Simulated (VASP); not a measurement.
# InP (F-43m) in VASP: notebook, part 2 of 2

VASP 6.6.1. The steps go on from the part before.

## 4. Single point, PBE

INCAR

```
ALGO = Normal
EDIFF = 1E-6
ENCUT = 520
GGA = PE
ISIF = 2
ISMEAR = 0
LASPH = True
LCHARG = False
LREAL = False
LWAVE = False
NBANDS = 16
NELM = 100
PREC = Accurate
SIGMA = 0.02
```

KPOINTS

```
k-points
0
Gamma
  8 8 8
```

POSCAR

```
InP
1.0
    0.0000000000      2.9800342060      2.9800342060
    2.9800342060      0.0000000000      2.9800342060
    2.9800342060      2.9800342060      0.0000000000
In P
1 1
Direct
    0.0000000000      0.0000000000      0.0000000000
    0.2500000000      0.2500000000      0.2500000000
```

Potentials or basis: VASP PAW PBE potentials, release 64 (In_d, P).

On the command line:

```bash
$ cat potpaw_PBE.64/In_d/POTCAR potpaw_PBE.64/P/POTCAR > POTCAR
$ mpirun -np 1 vasp_std > vasp.out
```

OUTCAR:

```text
EDIFF = 1E-6
   ENCUT = 520
   GGA = PE
   ISIF = 2
   ISMEAR = 0
   LASPH = True
   LREAL = False
   NELM = 100
   PREC = Accurate

 ion  position               nearest neighbor table
   1  0.000  0.000  0.000-   2 2.58   2 2.58   2 2.58   2 2.58
   2  0.250  0.250  0.250-   1 2.58   1 2.58   1 2.58   1 2.58

  LATTYP: Found a face centered cubic cell.
 ALAT       =     5.9600684120

  Lattice vectors:

 A1 = (   0.0000000000,   2.9800342060,   2.9800342060)
[... 643 lines left out ...]
------------------------ aborting loop because EDIFF is reached ----------------------------------------

  FORCE on cell =-STRESS in cart. coord.  units (eV):
  Direction    XX          YY          ZZ          XY          YZ          ZX
  --------------------------------------------------------------------------------------
  -------------------------------------------------------------------------------------
  Total       -0.0260387     -0.0260387     -0.0260387     -0.0000000      0.0000000     -0.0000000
  in kB       -0.7881992     -0.7881992     -0.7881992     -0.0000000      0.0000000     -0.0000000
  external PRESSURE =      -0.7881992 kB  Pullay stress =       0.0000000 kB

 VOLUME and BASIS-vectors are now :
 -----------------------------------------------------------------------------
  energy-cutoff  :      520.00
  volume of cell :       52.93
      direct lattice vectors                 reciprocal lattice vectors
     0.000000000  2.980034206  2.980034206    -0.167783309  0.167783309  0.167783309
     2.980034206  0.000000000  2.980034206     0.167783309 -0.167783309  0.167783309
     2.980034206  2.980034206  0.000000000     0.167783309  0.167783309 -0.167783309

 POSITION                                       TOTAL-FORCE (eV/Angst)
 -----------------------------------------------------------------------------------
      0.00000      0.00000      0.00000         0.000000     -0.000000      0.000000
      1.49002      1.49002      1.49002        -0.000000      0.000000     -0.000000
 -----------------------------------------------------------------------------------
    total drift:                               -0.000000     -0.000000     -0.000000

  FREE ENERGIE OF THE ION-ELECTRON SYSTEM (eV)
  ---------------------------------------------------
  free  energy   TOTEN  =        -8.4061941998 eV

  energy  without entropy=       -8.4061941998  energy(sigma->0) =       -8.40619420
```

OSZICAR:

```text
N       E                     dE             d eps       ncg     rms          rms(c)
DAV:   1     0.113140279508E+03    0.11314E+03   -0.83796E+03   936   0.121E+03
DAV:   2    -0.118704614623E+01   -0.11433E+03   -0.10886E+03  1032   0.298E+02
DAV:   3    -0.859889641814E+01   -0.74119E+01   -0.73763E+01  1232   0.741E+01
DAV:   4    -0.879905919872E+01   -0.20016E+00   -0.20010E+00  1176   0.132E+01
DAV:   5    -0.880781585632E+01   -0.87567E-02   -0.87565E-02  1400   0.226E+00    0.524E+00
DAV:   6    -0.842886256294E+01    0.37895E+00   -0.62139E-01  1496   0.122E+01    0.315E+00
DAV:   7    -0.840467732305E+01    0.24185E-01   -0.14608E-01  1312   0.286E+00    0.121E+00
DAV:   8    -0.840531374461E+01   -0.63642E-03   -0.13763E-02  1160   0.135E+00    0.268E-01
DAV:   9    -0.840597626584E+01   -0.66252E-03   -0.12927E-03  1184   0.392E-01    0.143E-01
DAV:  10    -0.840611575067E+01   -0.13948E-03   -0.20677E-04  1416   0.164E-01    0.918E-02
DAV:  11    -0.840619444970E+01   -0.78699E-04   -0.11164E-04  1080   0.840E-02    0.373E-02
DAV:  12    -0.840619419984E+01    0.24986E-06   -0.70084E-06  1160   0.277E-02
   1 F= -.84061942E+01 E0= -.84061942E+01  d E =-.476516E-15
```

It took 18 s on 1 thread of Intel Xeon Platinum 8488C (Sapphire Rapids), shared host; peak memory 0.18 GiB.

Results:

```yaml
Free_energy: -8.4062 eV
Pressure: -0.1 GPa
Band_gap_on_the_k_mesh: 0.44 eV, direct
```

Levels at points of the mesh, in eV from the valence-band top:
```
           k point  band 6  band 7  band 8  band 9  band 10  band 11  band 12  band 13
(0.00, 0.00, 0.00)  -11.18    0.00    0.00    0.00     0.44     4.09     4.09     4.09
(0.50, 0.00, 0.00)   -9.62   -5.47   -0.90   -0.90     1.38     4.80     4.80     6.99
(0.50, 0.50, 0.00)   -9.02   -5.54   -2.16   -2.16     1.85     2.26     8.91     9.26
```

Caveat: spin-orbit coupling is left out, which moves the levels of the heavy elements.

## 5. Relaxation of cell and atoms, PBE

This run uses another cell than the first one, of 25.17 Å³/atom, 0.951 times its volume.

INCAR

```
ALGO     = Fast           # electronic algorithm
EDIFF    = 1E-7           # SCF threshold, eV
EDIFFG   = -0.005         # ionic threshold
ENCUT    = 600            # plane-wave cutoff, eV
GGA      = PE             # functional
IBRION   = 2              # ionic algorithm
ISIF     = 3              # what is computed and relaxed
ISMEAR   = 0              # smearing method
LASPH    = T              # aspherical terms in the spheres
LCHARG   = F              # write CHGCAR
LREAL    = F              # projectors in reciprocal space
LWAVE    = F              # write WAVECAR
NELM     = 60             # most SCF steps
NSW      = 100            # ionic steps
PREC     = Accurate       # precision mode
SIGMA    = 0.02           # smearing width, eV
```

KPOINTS is that of step 4.

POSCAR

```
InP
1.0
    0.0000000000      2.9305000000      2.9305000000
    2.9305000000      0.0000000000      2.9305000000
    2.9305000000      2.9305000000      0.0000000000
In P
1 1
Direct
    0.0000000000      0.0000000000      0.0000000000
    0.2500000000      0.2500000000      0.2500000000
```

Potentials or basis: VASP PAW PBE potentials, release 64 (In_d, P).

On the command line:

```bash
$ cat potpaw_PBE.64/In_d/POTCAR potpaw_PBE.64/P/POTCAR > POTCAR
$ mpirun -np 1 vasp_std > vasp.out
```

OUTCAR:

```text
EDIFF = 1E-7
   EDIFFG = -0.005
   ENCUT = 600
   GGA = PE
   IBRION = 2
   ISIF = 3
   ISMEAR = 0
   LASPH = T
   LREAL = F
   NELM = 60
   NSW = 100
   PREC = Accurate

 ion  position               nearest neighbor table
   1  0.000  0.000  0.000-   2 2.54   2 2.54   2 2.54   2 2.54
   2  0.250  0.250  0.250-   1 2.54   1 2.54   1 2.54   1 2.54

  LATTYP: Found a face centered cubic cell.
 ALAT       =     5.8610000000

  Lattice vectors:

 A1 = (   0.0000000000,   2.9305000000,   2.9305000000)
 A2 = (   2.9305000000,   0.0000000000,   2.9305000000)
 A3 = (   2.9305000000,   2.9305000000,   0.0000000000)

Analysis of symmetry for initial positions (statically):
=====================================================================
 Subroutine PRICEL returns:
 Original cell was already a primitive cell.

 Routine SETGRP: Setting up the symmetry group for a
 face centered cubic supercell.

 Subroutine GETGRP returns: Found 24 space group operations
 (whereof 24 operations were pure point group operations)
 out of a pool of 48 trial point group operations.

The static configuration has the point symmetry T_d .

Analysis of symmetry for dynamics (positions and initial velocities):
=====================================================================
 Subroutine PRICEL returns:
 Original cell was already a primitive cell.

 Routine SETGRP: Setting up the symmetry group for a
 face centered cubic supercell.

[... 232 lines left out ...]
  ext. energy  EPLUGINS =         0.00000000
  ---------------------------------------------------
  free energy    TOTEN  =        -8.40596690 eV

  energy without entropy =       -8.40596690  energy(sigma->0) =       -8.40596690

 E-fermi :   4.7679     XC(G=0):  -9.0653

 val. band max:        4.6642571608   @ k =   0.0000   0.0000   0.0000
 cond. band min:       5.1063683926   @ k =   0.0000   0.0000   0.0000
 fundamental gap:      0.4421112319
 Fermi energy:         4.7679062151

 k-point     1 :       0.0000    0.0000    0.0000
  band No.  band energies     occupation
      1      -9.4333      2.00000
      2      -9.4333      2.00000
      3      -9.4333      2.00000
      4      -9.3045      2.00000
      5      -9.3045      2.00000
      6      -6.5264      2.00000
      7       4.6643      2.00000
      8       4.6643      2.00000
      9       4.6643      2.00000
     10       5.1064      0.00000
     11       8.7529      0.00000
     12       8.7529      0.00000
     13       8.7529      0.00000
[... 354 lines left out ...]
  band No.  band energies     occupation
      1      -9.5432      2.00000
      2      -9.3922      2.00000
      3      -9.3754      2.00000
      4      -9.3086      2.00000
      5      -9.2934      2.00000
      6      -4.6697      2.00000
      7      -0.6602      2.00000
      8       2.1383      2.00000
      9       3.1522      2.00000
     10       7.6874      0.00000
     11       8.8721      0.00000
     12      10.4360      0.00000
     13      11.7404      0.00000

 [... further k-points ...]

------------------------ aborting loop because EDIFF is reached ----------------------------------------

  FORCE on cell =-STRESS in cart. coord.  units (eV):
  Direction    XX          YY          ZZ          XY          YZ          ZX
  --------------------------------------------------------------------------------------
  -------------------------------------------------------------------------------------
  Total       -0.0008233     -0.0008233     -0.0008233     -0.0000000      0.0000000      0.0000000
  in kB       -0.0249445     -0.0249445     -0.0249445     -0.0000000      0.0000000      0.0000000
  external PRESSURE =      -0.0249445 kB  Pullay stress =       0.0000000 kB
[... 17 lines left out ...]
  FREE ENERGIE OF THE ION-ELECTRON SYSTEM (eV)
  ---------------------------------------------------
  free  energy   TOTEN  =        -8.4059669024 eV

  energy  without entropy=       -8.4059669024  energy(sigma->0) =       -8.40596690

 reached required accuracy - stopping structural energy minimisation
```

OSZICAR:

```text
N       E                     dE             d eps       ncg     rms          rms(c)
DAV:   1     0.119362904530E+03    0.11936E+03   -0.92729E+03   754   0.170E+03
DAV:   2     0.302611696704E+00   -0.11906E+03   -0.11527E+03   759   0.351E+02
DAV:   3    -0.855385690204E+01   -0.88565E+01   -0.87839E+01  1020   0.963E+01
DAV:   4    -0.879137722522E+01   -0.23752E+00   -0.23722E+00   839   0.172E+01
[... 46 lines left out ...]
RMM:  10    -0.840596692383E+01    0.20309E-05   -0.10833E-05   825   0.615E-02    0.916E-02
RMM:  11    -0.840596728135E+01   -0.35752E-06   -0.37570E-06   925   0.186E-02    0.818E-02
RMM:  12    -0.840596718118E+01    0.10017E-06   -0.52489E-07   666   0.778E-03    0.605E-02
RMM:  13    -0.840596698999E+01    0.19119E-06   -0.39268E-07   613   0.535E-03    0.274E-02
RMM:  14    -0.840596690243E+01    0.87558E-07   -0.10954E-07   495   0.385E-03
   3 F= -.84059669E+01 E0= -.84059669E+01  d E =-.250922E-01
```

CONTCAR:

```text
InP
   1.00000000000000
    -0.0000000000000000    2.9791279507993571    2.9791279507993571
     2.9791279507993571    0.0000000000000000    2.9791279507993571
     2.9791279507993571    2.9791279507993571    0.0000000000000000
  In              P
     1     1
Direct
     0.0000000000000000    0.0000000000000000    0.0000000000000000
     0.2500000000000000    0.2500000000000000    0.2500000000000000

  0.00000000E+00  0.00000000E+00  0.00000000E+00
  0.00000000E+00  0.00000000E+00  0.00000000E+00
```

It took 2.1 min on 1 thread of Intel Xeon Platinum 8488C (Sapphire Rapids), shared host; peak memory 0.22 GiB.

Results:

```yaml
Free_energy: -8.4060 eV
Relaxed_volume: 26.44 Å³/atom
Relaxed_cell: a = 4.213 Å, b = 4.213 Å, c = 4.213 Å, α = 60.00°, β = 60.00°, γ = 60.00°
Space_group_after_relaxing_to_0.05_Å: F-43m (No. 216)
Energy_gained_by_relaxing: 12.5 meV/atom
Ionic_steps: 3
Pressure_after_relaxing: 0.0 GPa
Band_gap_on_the_k_mesh: 0.44 eV, direct
```

Step by step:
| step | energy change (eV) | largest force (eV/Å) | pressure (GPa) | volume (Å³) |
| --- | --- | --- | --- | --- |
| 1 | 0.0000 | 0.0000 | 3.30 | 50.33 |
| 2 | -0.0192 | 0.0000 | -1.40 | 54.21 |
| 3 | -0.0251 | 0.0000 | 0.00 | 52.88 |

Final structure:
```
In P
1.0
     0.00000    2.97913    2.97913
     2.97913    0.00000    2.97913
     2.97913    2.97913    0.00000
In P
1 1
Direct
  0.00000 0.00000 0.00000
  0.25000 0.25000 0.25000
```

Caveat: spin-orbit coupling is left out, which moves the levels of the heavy elements.

## 6. Overview

```csv
task,cell,k mesh,cutoff (eV),gap on the mesh (eV),pressure (GPa),relaxed volume (Å³/atom)
single point,"F-43m, 26.46 Å³/atom",10 × 10 × 10,520,0.44,-0.1,-
relaxation of cell and atoms,relaxed,10 × 10 × 10,600,0.44,0.0,26.44
single point,"F-43m, 26.46 Å³/atom",8 × 8 × 8,520,0.44,-0.1,-
relaxation of cell and atoms,relaxed,8 × 8 × 8,600,0.44,0.0,26.44
```

Alike in all rows: level PBE; potentials or basis VASP PAW PBE potentials, release 64 (In_d, P); no spin polarisation; smearing gaussian 0.02 eV.

Caveats: spin-orbit coupling is left out, which moves the levels of the heavy elements.

Absolute energies hang on the potentials; compare differences alone.

## 7. How close it comes

Step 2. Against the measured gap of InP, 1.4236 eV (direct; 1.6 K; a printed reference work, data compilation), the calculated 0.44 eV is off by -0.99 eV. Spin-orbit coupling on In is left out. The value is that of PBE, without temperature or zero-point motion. Semilocal functionals fall short of measured gaps as a rule.

Step 4. Measured gap of InP: 1.4236 eV (direct; 1.6 K; a printed reference work, data compilation). This calculation gives 0.44 eV (-0.99 eV). Spin-orbit coupling on In is left out. The value is that of PBE, without temperature or zero-point motion. Semilocal functionals fall short of measured gaps as a rule.
